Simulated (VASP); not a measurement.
# Cs in VASP: settings compared

Aim: see how the results for Cs move with the level of theory and the settings. Levels: optB86b-vdW, rev-vdW-DF2, LDA, PBEsol. Tasks: single point.

Program: VASP 6.6.1. These are calculated values, not measurements. Logs are shortened: lines on timing, memory, paths and dates and some standing lists are left out, and cuts for length are marked.

**1. Starting point**

The cell holds a molecule in a box, 1 atom: a = 10.500 Å, b = 11.000 Å, c = 11.500 Å, α = 90.00°, β = 90.00°, γ = 90.00°.

**2. Single point, optB86b-vdW, collinear spin, ferromagnetic start**

The input, INCAR:

```
AGGAC = 0.0
ALGO = Normal
EDIFF = 1E-7
ENCUT = 400
GGA = MK
ISIF = 2
ISMEAR = 0
ISPIN = 2
ISYM = 0
LASPH = T
LCHARG = F
LORBIT = 11
LREAL = F
LUSE_VDW = T
LWAVE = F
MAGMOM = 0.5
NBANDS = 14
NELM = 80
NUPDOWN = 1
PARAM1 = 0.1234
PARAM2 = 1.0
PREC = Accurate
SIGMA = 0.01
```

The input, KPOINTS:

```
k-points
0
Gamma
  1 1 1
```

The input, POSCAR:

```
Cs                                      
1.0
   10.5000000000      0.0000000000      0.0000000000
    0.0000000000     11.0000000000      0.0000000000
    0.0000000000      0.0000000000     11.5000000000
  Cs            
     1
Selective dynamics
Direct
     0.5000000000000000    0.5045454544999970    0.5000000000000000   F   F   F
```

Potentials or basis: VASP PAW PBE potentials, release 64 (Cs_sv).

The run is started by

```console
$ cat potpaw_PBE.64/Cs_sv/POTCAR > POTCAR
$ mpirun -np 4 vasp_gam > vasp.out
```

OUTCAR:

```text
EDIFF = 1E-7
   ENCUT = 400
   GGA = MK
   ISIF = 2
   ISMEAR = 0
   ISPIN = 2
   ISYM = 0
   LASPH = T
   LORBIT = 11
   LREAL = F
   NELM = 80
   NUPDOWN = 1
   PREC = Accurate

 ion  position               nearest neighbor table
   1  0.500  0.505  0.500-

IMPORTANT INFORMATION: All symmetrisations will be switched off!
NOSYMM: (Re-)initialisation of all symmetry stuff for point group C_1.

----------------------------------------------------------------------------------------

                                     Primitive cell

  volume of cell :    1328.2500

  direct lattice vectors                    reciprocal lattice vectors
    10.500000000  0.000000000  0.000000000     0.095238095  0.000000000  0.000000000
     0.000000000 11.000000000  0.000000000     0.000000000  0.090909091  0.000000000
     0.000000000  0.000000000 11.500000000     0.000000000  0.000000000  0.086956522

  length of vectors
    10.500000000 11.000000000 11.500000000     0.095238095  0.090909091  0.086956522

  position of ions in fractional coordinates (direct lattice)
     0.500000000  0.504545454  0.500000000

  ion indices of the primitive-cell ions
   primitive index   ion index
                 1           1

----------------------------------------------------------------------------------------

 KPOINTS: k-points

Automatic generation of k-mesh.
 Grid dimensions read from file:
 generate k-points for:    1    1    1

 Generating k-lattice:

  Cartesian coordinates                     Fractional coordinates (reciprocal lattice)
     0.095238095  0.000000000  0.000000000     1.000000000  0.000000000  0.000000000
     0.000000000  0.090909091  0.000000000     0.000000000  1.000000000  0.000000000
     0.000000000  0.000000000  0.086956522     0.000000000  0.000000000  1.000000000

  Length of vectors
     0.095238095  0.090909091  0.086956522

  Shift w.r.t. Gamma in fractional coordinates (k-lattice)
     0.000000000  0.000000000  0.000000000

 Subroutine IBZKPT returns following result:
 ===========================================

 Found      1 irreducible k-points:

 Following reciprocal coordinates:
            Coordinates               Weight
  0.000000  0.000000  0.000000      1.000000
   k-points           NKPTS =      1   k-points in BZ     NKDIM =      1   number of bands    NBANDS=     16
   number of dos      NEDOS =    301   number of ions     NIONS =      1
   total plane-waves  NPLWV = 403200
   dimension x,y,z NGX =    70 NGY =   72 NGZ =   80
   dimension x,y,z NGXF=   140 NGYF=  144 NGZF=  160
   ions per type =               1
   NGX,Y,Z   is equivalent  to a cutoff of  11.08, 10.88, 11.56 a.u.
   NGXF,Y,Z  is equivalent  to a cutoff of  22.17, 21.76, 23.13 a.u.
 SYSTEM =  unknown system
   PREC   = accura    normal or accurate (medium, high low for compatibility)
   ISTART =      0    job   : 0-new  1-cont  2-samecut
   ICHARG =      2    charge: 1-file 2-atom 10-const
   ISPIN  =      2    spin polarized calculation?
   LNONCOLLINEAR =      F non collinear calculations
   LSORBIT =      F    spin-orbit coupling
   LASPH  =      T    aspherical Exc in radial PAW
   ENCUT  =  400.0 eV  29.40 Ry    5.42 a.u.  17.12 17.94 18.75*2*pi/ulx,y,z
   NELM   =     80;   NELMIN=  2; NELMDL= -5     # of ELM steps
   EDIFF  = 0.1E-06   stopping-criterion for ELM
   LREAL  =      F    real-space projection
   EDIFFG = 0.1E-05   stopping-criterion for IOM
   NSW    =      0    number of steps for IOM
   IBRION =     -1    ionic relax: 0-MD 1-quasi-New 2-CG
   NFREE  =      0    steps in history (QN), initial steepest desc. (CG)
   ISIF   =      2    stress and relaxation
   ISYM   =      0    0-nonsym 1-usesym 2-fastsym
   POTIM  = 0.5000    time-step for ionic-motion
   TEBEG  =    0.0;   TEEND  =   0.0 temperature during run
   PSTRESS=    0.0 pullay stress
   NELECT =       9.0000    total number of electrons
   NUPDOWN=       1.0000    fix difference up-down
   EMIN   =  10.00;   EMAX   =-10.00  energy-range for DOS
   EFERMI =   0.00;   METHOD = LEGACY
   ISMEAR =     0;   SIGMA  =   0.01  broadening in eV -4-tet -1-fermi 0-gaus
   EFERMI_NEDOS =   21; number of points for ismear=-14 and -15
   IALGO  =     38    algorithm
   IMIX   =      4    mixing-type and parameters
     AMIX     =   0.40;   BMIX     =  1.00
     AMIX_MAG =   1.60;   BMIX_MAG =  1.00
  volume/ion in A,a.u.               =    1328.25      8963.47
  Fermi-wavevector in a.u.,A,eV,Ry     =   0.309786  0.585411  1.305719  0.095968
  Thomas-Fermi vector in A             =   1.186821
   LORBIT       =     11    0 simple, 1 ext, 2 COOP (PROOUT), +10 PAW based schemes
   GGA     = MK    functional components
   LHFCALC =     F    Hartree Fock is set to
   AEXX    =    0.0000 exact exchange contribution
   IVDW_NL    =     1    kernel type
   BPARAM     = 6.3000
   IVDW    =     0    specifies the selected vdW correction
   LEPSILON=     F    determine dielectric tensor
   LRPA    =     F    only Hartree local field effects (RPA)
 spin polarized calculation
 Gauss-broadening in eV      SIGMA  =   0.01
  energy-cutoff  :      400.00
  volume of cell :     1328.25
 maximum number of plane-waves:     12033
 NGX is ok and might be reduce to    70
   NGX = 35   NGY = 35   NGZ = 37

 number of electron       9.0000000 magnetization       1.0000004

 Free energy of the ion-electron system (eV)
  ---------------------------------------------------
  ext. energy  EPLUGINS =         0.00000000
  ---------------------------------------------------
  free energy    TOTEN  =         2.77179775 eV

  energy without entropy =        2.77179775  energy(sigma->0) =        2.77179775

 E-fermi : -13.2494     XC(G=0):  -1.6638

 val. band max:       -2.1068970685   @ k =   0.0000   0.0000   0.0000
 cond. band min:      -2.0251796855   @ k =   0.0000   0.0000   0.0000
 fundamental gap:      0.0817173830
 Fermi energy:        -2.0470072680

 spin component 1

 k-point     1 :       0.0000    0.0000    0.0000
  band No.  band energies     occupation
      1     -26.5873      1.00000
      2     -13.3603      1.00000
      3     -13.3584      1.00000
      4     -13.3557      1.00000
      5      -2.1069      1.00000
      6      -0.4967      0.00000
[... 8 lines left out ...]
     15       0.9082      0.00000
     16       0.9990      0.00000
 Fermi energy:       -13.2493557216

 spin component 2

 k-point     1 :       0.0000    0.0000    0.0000
  band No.  band energies     occupation
      1     -26.5606      1.00000
      2     -13.3120      1.00000
      3     -13.3097      1.00000
      4     -13.3064      1.00000
      5      -2.0252      0.00000
      6      -0.5074      0.00000
[... 8 lines left out ...]
     15       0.7616      0.00000
     16       0.8467      0.00000

------------------------ aborting loop because EDIFF is reached ----------------------------------------

  FORCE on cell =-STRESS in cart. coord.  units (eV):
  Direction    XX          YY          ZZ          XY          YZ          ZX
  --------------------------------------------------------------------------------------
  -------------------------------------------------------------------------------------
  Total       -0.2662913     -0.2106616     -0.1686668     -0.0000000     -0.0000000     -0.0000000
  in kB       -0.3212090     -0.2541067     -0.2034512     -0.0000000     -0.0000000     -0.0000000
  external PRESSURE =      -0.2595890 kB  Pullay stress =       0.0000000 kB

 VOLUME and BASIS-vectors are now :
 -----------------------------------------------------------------------------
  energy-cutoff  :      400.00
  volume of cell :     1328.25
      direct lattice vectors                 reciprocal lattice vectors
    10.500000000  0.000000000  0.000000000     0.095238095  0.000000000  0.000000000
     0.000000000 11.000000000  0.000000000     0.000000000  0.090909091  0.000000000
     0.000000000  0.000000000 11.500000000     0.000000000  0.000000000  0.086956522

 POSITION                                       TOTAL-FORCE (eV/Angst)
 -----------------------------------------------------------------------------------
      5.25000      5.55000      5.75000        -0.000000      0.000717     -0.000004
 -----------------------------------------------------------------------------------
    total drift:                               -0.000000      0.000717     -0.000004

  FREE ENERGIE OF THE ION-ELECTRON SYSTEM (eV)
  ---------------------------------------------------
  free  energy   TOTEN  =         2.7717977520 eV

  energy  without entropy=        2.7717977520  energy(sigma->0) =        2.77179775

Total vdW correction in eV:      2.9484798

 total charge

# of ion       s       p       d       tot
------------------------------------------
    1        1.864   4.666   0.000   6.530

 magnetization (x)

# of ion       s       p       d       tot
------------------------------------------
    1        0.034  -0.010   0.000   0.024
```

Run time: 3.9 min. Hardware: 4 MPI ranks of Intel Xeon 6975P-C (Granite Rapids), shared host; peak memory 0.86 GiB.

Results:

* Free energy: 2.7718 eV
* Net moment: 1.00 μB per cell
* Site moments: Cs +0.02 μB
* Valence electrons inside the program's atomic spheres: Cs 6.53

Caveat: the PAW data sets were made with another functional, which shifts forces and pressure a little; the total moment is fixed, so each spin has its own Fermi level.

**3. Single point, rev-vdW-DF2, collinear spin, ferromagnetic start**

Changes to INCAR since step 2:

```diff
@@ -20,4 +20,5 @@
 PARAM1 = 0.1234
-PARAM2 = 1.0
+PARAM2 = 0.711357
 PREC = Accurate
 SIGMA = 0.01
+ZAB_VDW = -1.8867
```

KPOINTS is that of step 2.

POSCAR is that of step 2.

Potentials or basis: VASP PAW PBE potentials, release 64 (Cs_sv).

The run is started by

```console
$ cat potpaw_PBE.64/Cs_sv/POTCAR > POTCAR
$ mpirun -np 4 vasp_gam > vasp.out
```

Wall time 4.6 min (4 MPI ranks of Intel Xeon 6975P-C (Granite Rapids), shared host); peak memory 0.85 GiB.

The run converged. Its results:

```
Free energy                                           : 2.4208 eV
Net moment                                            : 1.00 μB per cell
Site moments                                          : Cs +0.03 μB
Valence electrons inside the program's atomic spheres : Cs 6.52
```

Caveat: the PAW data sets were made with another functional, which shifts forces and pressure a little; the total moment is fixed, so each spin has its own Fermi level.

(Part 1 of 2 ends here.)
